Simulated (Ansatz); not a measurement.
TePt:

```
Pt Te
1.0
     3.55919    0.00000    0.00000
     0.00000    3.55919    0.00000
     0.00000    0.00000    3.55919
Pt Te
1 1
Direct
  0.00000 0.00000 0.00000
  0.50000 0.50000 0.50000
```

Measurements of this composition are mostly on another form, of space group No. 166.

Base run:

```yaml
Program: Ansatz 0.2.0
Functional: r2SCAN
Potentials_or_basis: Ansatz PAW
Cutoff: "500 eV (not typed: the program's choice for these potentials)"
k_mesh: 8 × 8 × 8
Occupations: fermi-dirac, width 0.05 eV
Spin: no spin polarisation
Hubbard_terms: Pt d U = 5 eV
```

Its results: band gap on the k mesh none (metal or under the smearing width); pressure -10.0 GPa.

Question: The run is repeated on the same cell with these changes: hubbard terms from Pt d U = 5 eV to Pt d U = 6 eV. What comes out?

Answer: Band gap on the k mesh none (metal or under the smearing width); pressure -9.5 GPa.

Caveats: U without spin polarisation on a metal has little footing; the PAW data sets come from PBE, with cores solved anew for the run's functional, which leaves a small shift of forces and pressure; the U is typed as a test and isn't derived for this compound; the density of states is complete only up to the lowest level of the last band computed.
